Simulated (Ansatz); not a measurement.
The system is WC (Qusongite).

```xyz
2
Lattice="2.9065 0.0000 0.0000 -1.4532 2.5171 0.0000 0.0000 0.0000 2.8366" Properties=species:S:1:pos:R:3 pbc="T T T"
W     0.0000    0.0000    0.0000
C     1.4533    0.8390    1.4183
```

| Property | Result |
| --- | --- |
| Program | Ansatz 0.2.0 |
| Task | relaxation of cell and atoms |
| Functional | revPBE |
| Dispersion | D3(BJ) |
| Potentials or basis | all-electron LAPW, scalar-relativistic |
| Basis error allowed | 0.001 eV/atom |
| k mesh | 10 × 10 × 9 |
| Occupations | fermi-dirac, width 0.05 eV |
| Spin | no spin polarisation |

At the start: volume 10.38 Å³/atom.

**Question.** How do energy, volume and symmetry change on relaxing?

**Answer.** Over 5 steps the energy falls by 2.1 meV/atom and the volume is 10.25 Å³/atom (-1.3 %); space group P-6m2 (No. 187, to 0.05 Å).

Step by step:
| step | energy change (eV) | largest force (eV/Å) | volume (Å³) |
| --- | --- | --- | --- |
| 1 | 0.0000 | 0.0000 | 20.75 |
| 2 | -0.0019 | 0.0000 | 20.34 |
| 3 | -0.0041 | 0.0000 | 20.49 |
| 4 | -0.0041 | 0.0000 | 20.49 |
| 5 | -0.0041 | 0.0000 | 20.49 |

Final structure:
```
CELL_PARAMETERS angstrom
2.89347 0.00000 0.00000
-1.44673 2.50581 0.00000
0.00000 0.00000 2.82622
ATOMIC_POSITIONS crystal
W 0.00000 0.00000 0.00000
C 0.66667 0.33333 0.50000
```
